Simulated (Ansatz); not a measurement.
Runs of Ansatz 0.2.0 on MgSi. The structure is orthorhombic, space group Cmcm (No. 63). The conventional cell has a = 3.005 Å, b = 10.852 Å, c = 4.340 Å, α = 90.00°, β = 90.00°, γ = 90.00°. Si (site symmetry m2m) has 4 Si at 2.66 to 3.01 Å and 7 Mg at 2.83 to 3.00 Å as nearest neighbours. Around Mg (site symmetry m2m) lie 7 Si at 2.83 to 3.00 Å and 6 Mg at 3.01 to 3.18 Å. The cell comes from a database or a generator and needn't be the stable form of this composition.

```csv
task,level,cell,points for each segment of the path,gap on the mesh (eV),pressure (GPa),relaxed volume (Å³/atom),largest force (eV/Å)
relaxation of cell and atoms,PBE0,relaxed,-,none,0.0,(a),-
single point,PBE0,as given,-,none,-1.2,-,0.29
band structure,HSE06,as given,4,none,-0.8,-,0.29
relaxation of cell and atoms,HSE06,relaxed,-,none,0.0,17.44,-
```

Alike in all rows: potentials or basis Ansatz PAW; no spin polarisation; k mesh 6 × 6 × 4; cutoff (eV) 420; smearing fermi-dirac 0.05 eV; the mesh is coarse, so values aren't converged.

Question: Estimate the missing entries.

Answer: (a) 17.37.

Caveats: all runs use coarse meshes; the PAW data sets come from PBE, with cores solved anew for the run's functional, which leaves a small shift of forces and pressure; the plane-wave basis is chosen anew once the cell has moved, so the energies of steps on either side of that aren't comparable (some runs); the thresholds are loose for stress (some runs).

A gap of «none» marks a metal or a gap under the smearing width.
